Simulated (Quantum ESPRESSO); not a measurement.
Pb under changes of volume

One of the cells (30.323 Å³/atom); the others are scaled copies at fixed shape and fractional positions:

```
Pb
1.0
     0.00000    2.47502    2.47502
     2.47502    0.00000    2.47502
     2.47502    2.47502    0.00000
Pb
1
Cartesian
  0.0000 0.0000 0.0000
```

```yaml
Program: Quantum ESPRESSO 7.5
Functional: PW91
Potentials_or_basis: PseudoDojo 0.4.1 SR PBE standard
Cutoff: 762 eV
Density_cutoff: 3048 eV
k_mesh: 9 × 9 × 9
Occupations: fermi-dirac, width 0.05 eV
Spin: no spin polarisation
```

| volume (Å³/atom) | energy over the lowest point (meV/atom) | pressure (GPa) |
| --- | --- | --- |
| 28.503 | 53.71 | 5.9 |
| 29.110 | 33.96 | 4.5 |
| 29.716 | 19.27 | 3.3 |
| 30.323 | 9.08 | 2.2 |
| 30.929 | 2.83 | 1.2 |
| 31.535 | 0.00 | 0.3 |
| 32.142 | ? | ? |

Q: What does the run at 32.142 Å³/atom give?

A: Energy over the lowest point 0.17 meV/atom; pressure -0.4 GPa.

Worked out: A Birch-Murnaghan fit of order 3 (a polynomial in V^(-2/3)) to the other rows has its minimum at 31.79 Å³/atom, just outside them, with B0 = V·E''(V) = 40 GPa and B' = 5.8. It gives 0.22 meV/atom at 32.142 Å³/atom, against the run's 0.17, and -dE/dV = -0.4 GPa, against -0.4.

Energies are extrapolated to zero smearing.

Caveats: the potentials were made for another functional, which shifts forces and pressure.
